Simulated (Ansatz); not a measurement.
## TiAl3: how the energy converges with the cutoff

TiAl3, Pmm2, a = 2.840 Å, b = 4.681 Å, c = 4.901 Å. This isn't the usual stable structure of the compound. Ansatz: r2SCAN, PAW, cutoff varied, Γ-centred 14×10×10 mesh on 4 atoms, Gaussian smearing 0.10 eV; no spin polarisation. Single points at one geometry, the cutoff alone changed; ΔE is the energy at zero smearing over the run at 850 eV (runs within 0.3 meV/atom of it are left out). The runs up to 460 eV lie under the cutoff recommended for these PAW datasets.

```tsv
cutoff (eV)	ΔE (meV/atom)
150	6291.60
200	1580.01
250	315.05
300	51.73
350	9.11
380	4.06
460	1.50
500	1.15
520	0.99
600	?
```

Question: Assume ΔE falls exponentially with the cutoff, fit y = ln ΔE against x, the cutoff in eV, to the other rows, and predict the missing value.

Answer: y = 8.747, 7.365, 5.753, 3.946, 2.209, 1.401, 0.405, 0.140, -0.010. Means x = 345.6, y = 3.3284; Σ(Δx)² = 139222, ΣΔxΔy = -3388; the slope is their ratio. y = 11.74 − 0.02433 x, a factor of ten per 95 eV. At 600 eV this gives ΔE = 0.06 meV/atom. The run gave 0.50, a ratio of 0.12. Between neighbouring rows the decay runs from a factor of ten per 64 eV to one per 347 eV, so one exponential is only a rough guide.